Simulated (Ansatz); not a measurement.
Computed with DFT PBE, scalar-relativistic, plane waves, PAW in Ansatz 0.2.0. Settings: cutoff 420 eV, Γ-centred meshes spaced at most about 0.3 Å⁻¹, and about 0.25 Å⁻¹ or finer for metals (2π included), Gaussian smearing. No spin polarisation in the final relaxations.

These are static total energies at zero pressure.

Two forms of Si were relaxed alike.

A.

```cif
data_structure
_symmetry_space_group_name_H-M 'Im-3m'
_symmetry_Int_Tables_number 229
_cell_length_a 4.8229
_cell_length_b 4.8229
_cell_length_c 4.8229
_cell_angle_alpha 90.000
_cell_angle_beta 90.000
_cell_angle_gamma 90.000
_cell_volume 112.18
loop_
_atom_site_label
_atom_site_type_symbol
_atom_site_symmetry_multiplicity
_atom_site_Wyckoff_symbol
_atom_site_fract_x
_atom_site_fract_y
_atom_site_fract_z
_atom_site_occupancy
Si1 Si 6 b 0.50000 0.00000 0.00000 1
```

B.

```cif
data_structure
_symmetry_space_group_name_H-M 'P-3m1'
_symmetry_Int_Tables_number 164
_cell_length_a 3.6254
_cell_length_b 3.6254
_cell_length_c 10.2210
_cell_angle_alpha 90.000
_cell_angle_beta 90.000
_cell_angle_gamma 120.000
_cell_volume 116.34
loop_
_atom_site_label
_atom_site_type_symbol
_atom_site_symmetry_multiplicity
_atom_site_Wyckoff_symbol
_atom_site_fract_x
_atom_site_fract_y
_atom_site_fract_z
_atom_site_occupancy
Si1 Si 2 d 0.33333 0.66667 0.58693 1
Si2 Si 2 d 0.66667 0.33333 0.71387 1
Si3 Si 2 d 0.33333 0.66667 0.86379 1
Si4 Si 1 a 0.00000 0.00000 0.00000 1
```

Question: Which is lower in energy, and by how much?

Answer: B is lower, by 0.37 eV/atom. A has space group Im-3m (No. 229), 18.7 Å³/atom and no gap on its mesh; B has space group P-3m1 (No. 164), 16.6 Å³/atom and no gap. Counting all near atoms (those within 1.25 times the shortest such distance or 1.15 times the sum of covalent radii, 1.27 where that leaves under three; a plus sign parts nearer from farther groups; a slash parts the counts of unlike sites), A has Si 4 and B has Si 6/6+1/3+5. The denser one is the lower, and pressure would at first widen the difference. In A, Si has 4 Si at 2.41 Å. In B, Si on a site of symmetry 3m has 3 Si at 2.46 Å, 4 Si at 2.75–2.83 Å and 1 Si at 3.07 Å; around Si on a second site of symmetry 3m lie 6 Si at 2.46–2.59 Å and 1 Si at 3.07 Å; Si on a third site of symmetry 3m has 6 Si at 2.51–2.59 Å and 1 Si at 2.83 Å; 1 more site not described. Both come from invented guesses. The part of the Crystallography Open Database at hand lists Si in space groups No. 64, 74, 164, 191, 194 and others; sharing a group (P-3m1) doesn't make a cell the listed structure.

Cells relaxed within their symmetry can be saddle points.
